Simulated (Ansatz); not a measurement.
Here is an Ansatz 0.2.0 calculation.

The input input.yaml:

```yaml
crystal:
  lattice:
    - [2.1542, 1.2437279499, 3.758]
    - [-2.1542, 1.2437279499, 3.758]
    - [0.0, -2.4874558998, 3.758]
  atoms:
    - { symbol: Sb, position: [0.76651, 0.76651, 0.76651] }
    - { symbol: Sb, position: [0.23349, 0.23349, 0.23349] }
kpoints:
  mp_grid: { grid: [8, 8, 8] }
  band_path:
    path:
      - [0.0, 0.0, 0.0]
      - [0.5, 0.0, 0.0]
      - [0.5, 0.2396873643, -0.2396873643]
    npoints: 12
scf:
  occupations: { method: fermi_dirac, width: 0.05 }
hamiltonian:
  xc: pbesol
  pseudopotentials: { kind: all_electron, lapw: { basis_error: 0.001 } }
output:
  forces: true
  stress: true
  eigenvalues: true
```

Potentials or basis: all-electron LAPW, scalar-relativistic.

Command:

```sh
$ ansatz run input.yaml --threads 1 --pin off --max-ram 3072MiB --backend cpu --events-out ev --progress --plain --runs-dir out
```

Task: Predict the band gap along the path.

Result: None (metal or under the smearing width).

Task: Estimate the pressure.

Result: 0.0 GPa.

Stress tensor (GPa, compression positive):
```
 0.21  0.00  0.00
 0.00  0.21  0.00
 0.00  0.00 -0.33
```

Caveat: spin-orbit coupling is left out, which moves the levels of the heavy elements.
